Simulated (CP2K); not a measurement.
Runs of CP2K 2026.2 on KBr. It takes space group Pm-3m (No. 221, cubic). The conventional cell has a = 4.043 Å, b = 4.043 Å, c = 4.043 Å, α = 90.00°, β = 90.00°, γ = 90.00°. Around Br (site symmetry m-3m) lie 8 K at 3.50 Å. K (site symmetry m-3m) has 8 Br at 3.50 Å as nearest neighbours. Measurements of this composition are mostly on another form, of space group No. 225.

| task | level | points a segment of the path (NPOINTS) | bands added on the path | cutoff of the non-local correlation (Ry) | gap on the mesh (eV) | pressure (GPa) |
| --- | --- | --- | --- | --- | --- | --- |
| band structure | PBEsol | 6 | 2 | - | (c) | -1.1 |
| single point | PBE | - | - | - | 3.84 | 0.0 |
| single point | vdW-DF-cx | - | - | 300 | 3.90 | (b) |
| band structure | LDA | 6 | 2 | - | 3.39 | (a) |
| single point | revPBE | - | - | - | 4.10 | 1.2 |

Alike in all rows: potentials or basis POTENTIAL_UZH Br GTH-PBE-q7, K GTH-PBE-q9; TZVP-MOLOPT-PBE-GTH basis; no spin polarisation; cell as given; k mesh 7 × 7 × 7; smearing fermi-dirac 0.05 eV.

Task: Fill in the values left out.

Result: (a) -2.4; (b) -0.9; (c) 3.64.

Caveats: the basis of atomic orbitals isn't converged, which shifts pressures, moduli and gaps; the potentials were made for another functional, which shifts forces and pressure (some runs); an odd mesh through Γ misses points on the zone boundary, where band edges often lie (some runs).

A k mesh can miss the band edges, and the runs leave out spin-orbit coupling on Br.
